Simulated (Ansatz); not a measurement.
Strain and the gap of LiF (rocksalt)

LiF in the rocksalt structure, relaxed with r2SCAN in Ansatz 0.2.0. Space group Fm-3m (No. 225), cubic; conventional cell a = 3.990 Å, 7.94 Å³ an atom. Around Li lie 6 F at 1.99 Å; around F lie 6 Li at 1.99 Å.

The axes x, y and z are those of this cell:
```xyz
2
Lattice="0.0000 1.9949 1.9949 1.9949 0.0000 1.9949 1.9949 1.9949 0.0000" Properties=species:S:1:pos:R:3 pbc="T T T"
Li    0.0000    0.0000    0.0000
F     1.9949    1.9949    1.9949
```

Unstrained: With PBE the valence top lies at Γ–K (0.17 of the way from Γ) and the conduction bottom at Γ, 9.347 eV higher; the smallest vertical gap, at Γ, is 9.348 eV. Least and direct gap differ so little that the kind isn't settled. The r2SCAN gap is direct at Γ: 10.330 eV. With HSE06 the valence top lies at Γ–K (0.17 of the way from Γ) and the conduction bottom at Γ, 11.674 eV higher; the smallest vertical gap, at Γ, is 11.675 eV. Least and direct gap differ so little that the kind isn't settled. Meshes: PBE 10×10×10, r2SCAN 10×10×10, HSE06 8×8×8. Strains are changes of length per length. After each strain the atoms were relaxed again with r2SCAN in this cell and within any symmetry left, so distortions that break it or need a larger cell weren't tested; points keep the names that they have in the unstrained zone. Spin-unpolarised throughout; all numbers are computed.

Changes of the least gap in eV (an overlap counts as a negative gap):
```json
{"strain": "epitaxial -4.0 % in the plane normal to [111], free normal strain +1.56 %", "volume change (%)": "-6.4", "space group": "R-3m", "PBE": "+0.491", "r2SCAN": "+0.518", "HSE06": "+0.535", "G0W0@PBE (mesh)": "+0.55", "energy rise, r2SCAN (meV/atom)": "16.5"}
{"strain": "epitaxial -3.0 % in the plane normal to [111], free normal strain +1.19 %", "volume change (%)": "-4.8", "space group": "R-3m", "PBE": "+0.366", "r2SCAN": "+0.387", "HSE06": "+0.399", "G0W0@PBE (mesh)": "+0.41", "energy rise, r2SCAN (meV/atom)": "9.1"}
{"strain": "epitaxial -2.0 % in the plane normal to [111], free normal strain +0.81 %", "volume change (%)": "-3.2", "space group": "R-3m", "PBE": "+0.242", "r2SCAN": "+0.256", "HSE06": "+0.264", "G0W0@PBE (mesh)": "+0.28", "energy rise, r2SCAN (meV/atom)": "4.0"}
{"strain": "epitaxial -1.0 % in the plane normal to [111], free normal strain +0.42 %", "volume change (%)": "-1.6", "space group": "R-3m", "PBE": "+0.120", "r2SCAN": "+0.127", "HSE06": "+0.131", "G0W0@PBE (mesh)": "+0.14", "energy rise, r2SCAN (meV/atom)": "1.0"}
{"strain": "epitaxial +1.0 % in the plane normal to [111], free normal strain -0.40 %", "volume change (%)": "+1.6", "space group": "R-3m", "PBE": "-0.195", "r2SCAN": "-0.203", "HSE06": "-0.205", "G0W0@PBE (mesh)": "-0.22", "energy rise, r2SCAN (meV/atom)": "0.9"}
{"strain": "epitaxial +2.0 % in the plane normal to [111], free normal strain -0.77 %", "volume change (%)": "+3.2", "space group": "R-3m", "PBE": "-0.385", "r2SCAN": "-0.400", "HSE06": "-0.406", "G0W0@PBE (mesh)": "-0.44", "energy rise, r2SCAN (meV/atom)": "3.5"}
{"strain": "epitaxial +3.0 % in the plane normal to [111], free normal strain -1.17 %", "volume change (%)": "+4.8", "space group": "R-3m", "PBE": "-0.568", "r2SCAN": "-0.590", "HSE06": "-0.599", "G0W0@PBE (mesh)": "-0.65", "energy rise, r2SCAN (meV/atom)": "7.7"}
{"strain": "epitaxial +4.0 % in the plane normal to [111], free normal strain -1.58 %", "volume change (%)": "+6.5", "space group": "R-3m", "PBE": "-0.745", "r2SCAN": "-0.773", "HSE06": "-0.786", "G0W0@PBE (mesh)": "-0.85", "energy rise, r2SCAN (meV/atom)": "13.4"}
```
Unstrained, G0W0@PBE with 66 empty bands, a screening cutoff of 150 eV and a 6×6×6 mesh gives 13.59 eV on its mesh; the band count follows the volume. The G0W0 figures hold for the stated bands, cutoff and mesh and aren't extrapolated.

Epitaxial -4.0 % in the plane normal to [111], free normal strain +1.56 %. HSE06: the gap goes from 11.674 to 12.209 eV (+0.535 eV); least and direct gap lie within 0.04 eV, so its kind isn't settled. Stress change with r2SCAN, compression positive: xx +5.96, yy +5.96, zz +5.96, xy -2.99, xz -2.99, yz -2.99 GPa.

Epitaxial -3.0 % in the plane normal to [111], free normal strain +1.19 %. HSE06: the gap goes from 11.674 to 12.073 eV (+0.399 eV); least and direct gap lie within 0.04 eV, so its kind isn't settled. Stress change with r2SCAN, compression positive: xx +4.25, yy +4.25, zz +4.25, xy -2.15, xz -2.15, yz -2.15 GPa.

Epitaxial -2.0 % in the plane normal to [111], free normal strain +0.81 %. HSE06: the gap goes from 11.674 to 11.938 eV (+0.264 eV); least and direct gap lie within 0.04 eV, so its kind isn't settled. Stress change with r2SCAN, compression positive: xx +2.70, yy +2.70, zz +2.70, xy -1.38, xz -1.38, yz -1.38 GPa.

Epitaxial -1.0 % in the plane normal to [111], free normal strain +0.42 %. HSE06: the gap goes from 11.674 to 11.805 eV (+0.131 eV); least and direct gap lie within 0.04 eV, so its kind isn't settled. Stress change with r2SCAN, compression positive: xx +1.28, yy +1.28, zz +1.28, xy -0.66, xz -0.66, yz -0.66 GPa.

Epitaxial +1.0 % in the plane normal to [111], free normal strain -0.40 %. HSE06: the gap goes from 11.674 to 11.469 eV (-0.205 eV); least and direct gap lie within 0.04 eV, so its kind isn't settled. Stress change with r2SCAN, compression positive: xx -1.19, yy -1.19, zz -1.19, xy +0.60, xz +0.60, yz +0.60 GPa.

Epitaxial +2.0 % in the plane normal to [111], free normal strain -0.77 %. HSE06: the gap goes from 11.674 to 11.268 eV (-0.406 eV); least and direct gap lie within 0.04 eV, so its kind isn't settled. Stress change with r2SCAN, compression positive: xx -2.30, yy -2.30, zz -2.30, xy +1.14, xz +1.14, yz +1.14 GPa.

Epitaxial +3.0 % in the plane normal to [111], free normal strain -1.17 %. HSE06: the gap goes from 11.674 to 11.075 eV (-0.599 eV); least and direct gap lie within 0.04 eV, so its kind isn't settled. Stress change with r2SCAN, compression positive: xx -3.30, yy -3.30, zz -3.30, xy +1.64, xz +1.64, yz +1.64 GPa.

Epitaxial +4.0 % in the plane normal to [111], free normal strain -1.58 %. HSE06: the gap goes from 11.674 to 10.888 eV (-0.786 eV); least and direct gap lie within 0.04 eV, so its kind isn't settled. Stress change with r2SCAN, compression positive: xx -4.21, yy -4.21, zz -4.21, xy +2.09, xz +2.09, yz +2.09 GPa.

Where an edge lies off the special points, it is a point of the mesh or the k point where a search put PBE's edge or least direct gap, reused for the other functionals, whose own edges may lie a little apart.

The meshes of the hybrids are coarse, so their gaps aren't converged to the digits shown.
